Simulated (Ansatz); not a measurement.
## ZnS: computed properties

Theory: Ansatz 0.2.0, DFT PBE, scalar-relativistic, plane waves, PAW.

Settings: cutoff 420 eV, Γ-centred mesh 10×10×10 on the computed 2-atom cell, Gaussian smearing of 0.02 eV; no spin polarisation.

The structure is relaxed at this level of theory with its symmetry kept.

```
Zn S
1.0
     0.00000    2.72148    2.72148
     2.72148    0.00000    2.72148
     2.72148    2.72148    0.00000
Zn S
1 1
Direct
  0.25000 0.25000 0.25000
  0.00000 0.00000 0.00000
```

* Space group: F-43m (No. 216)
* Volume per atom: 20.16 Å³
* Formation energy from the elements' standard states (uncorrected): -0.822 eV/atom
* Kohn–Sham band gap: 2.02 eV, direct at Γ
* Löwdin character of the top 1 eV of the valence band: S 3p 88 %, Zn 3d 8 %
* Löwdin character of the lowest 1 eV of the conduction band: Zn 4s 57 %, S 3s 26 %, S 3p 15 %
* Electron masses at the edge by Cartesian direction of the standard setting (m_e; degenerate bands sorted by energy; no spin-orbit coupling): x: 0.17; y: 0.17; z: 0.17
* Hole masses at the edge by Cartesian direction of the standard setting (m_e; degenerate bands sorted by energy; no spin-orbit coupling): x: 0.72, 0.72, 0.18; y: 0.72, 0.72, 0.18; z: 0.72, 0.72, 0.18
* Bulk modulus: 69 GPa
* Its pressure derivative: 4.4
* Electronic dielectric constant xx, yy, zz of the standard setting (independent particles): 6.3, 6.3, 6.3
* Bader charges (e): Zn (1 in the cell) 0.89, S (1 in the cell) -0.89